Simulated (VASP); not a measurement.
Cu, 16 atoms in the cell. The cell holds a slab with vacuum, 16 atoms: a = 5.105 Å, b = 5.105 Å, c = 22.753 Å, α = 90.00°, β = 90.00°, γ = 60.00°. The cell was built by a generator and needn't be a form met in nature.

```yaml
Program: VASP 6.6.1
Task: single point
Functional: RPBE
Dispersion: D3(BJ)
Potentials_or_basis: VASP PAW PBE potentials, release 64 (Cu)
Cutoff: 400 eV
k_mesh: 6 × 6 × 1
Occupations: methfessel-paxton, width 0.1 eV
Spin: no spin polarisation
Further_INCAR_settings: LREAL = Auto; ALGO = Fast; EDIFF = 1e-06; ISYM = 0
```

Potentials or basis: VASP PAW PBE potentials, release 64 (Cu).

Run with:

```console
$ cat potpaw_PBE.64/Cu/POTCAR > POTCAR
$ mpirun -np 4 vasp_std > vasp.out
```

Hardware: 4 MPI ranks on Intel(R) Xeon(R) 6975P-C (Granite Rapids) (shared host).

How long does it take, and how much memory?

Run time: 4.4 min on 4 MPI ranks on Intel(R) Xeon(R) 6975P-C (Granite Rapids), on a shared host, peak memory 0.73 GiB a rank. Counts: scf iterations 30, k points 20.
